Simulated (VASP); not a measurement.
A run of VASP 6.6.1 is set up as follows.

Contents of INCAR:

```
SYSTEM = InSe
PREC = Accurate
ENCUT = 520
EDIFF = 1E-8
ISMEAR = 0
SIGMA = 0.02
LREAL = .False.
LASPH = .True.
NELM = 100
ALGO = Normal
ISIF = 2
LWAVE = .False.
LCHARG = .False.
GGA = PE
LEPSILON = .True.
```

Contents of KPOINTS:

```
Automatic mesh
0
Gamma
  6 6 2
  0 0 0
```

Contents of POSCAR:

```
InSe
1.0
    4.0473293151      0.0000000000      0.0000000000
   -2.0236646576      3.5050900044      0.0000000000
    0.0000000000      0.0000000000     18.0520649100
In Se
4 4
Direct
    0.3333333333      0.6666666667      0.0773904900
    0.3333333333      0.6666666667      0.9226095100
    0.0000000000      0.0000000000      0.4226063200
    0.0000000000      0.0000000000      0.5773936800
    0.3333333333      0.6666666667      0.3529842800
    0.3333333333      0.6666666667      0.6470157200
    0.6666666667      0.3333333333      0.1469999300
    0.6666666667      0.3333333333      0.8530000700
```

Potentials or basis: VASP PAW PBE potentials, release 64 (In_d, Se).

Command:

```sh
$ cat potpaw_PBE.64/In_d/POTCAR potpaw_PBE.64/Se/POTCAR > POTCAR
$ mpirun -np 1 vasp_std > vasp.out
```

Estimate the electronic dielectric tensor (diagonal).

8.00, 8.00, 6.97.

What does it give for the Born charges (mean of the diagonal)?

In +1.92; Se -1.92, -1.93 e.

Estimate the band gap on the k mesh.

0.72 eV, direct.

Born effective charge tensors (e):
atom 1, In
```
2.48 0.00 0.00
0.00 2.48 0.00
0.00 0.00 0.81
```
atom 2, In
```
2.48 0.00 0.00
0.00 2.48 0.00
0.00 0.00 0.81
```
atom 3, In
```
2.49 0.00 0.00
0.00 2.49 0.00
0.00 0.00 0.79
```
atom 4, In
```
2.49 0.00 0.00
0.00 2.49 0.00
0.00 0.00 0.79
```
atom 5, Se
```
-2.48  0.00  0.00
 0.00 -2.48  0.00
 0.00  0.00 -0.80
```
atom 6, Se
```
-2.48  0.00  0.00
 0.00 -2.48  0.00
 0.00  0.00 -0.80
```
atom 7, Se
```
-2.49  0.00  0.00
 0.00 -2.49  0.00
 0.00  0.00 -0.81
```
atom 8, Se
```
-2.49  0.00  0.00
 0.00 -2.49  0.00
 0.00  0.00 -0.81
```

Caveat: spin-orbit coupling is left out, which moves the levels of the heavy elements. Expect the measured gap to be larger: semilocal functionals such as PBE lack the derivative discontinuity.
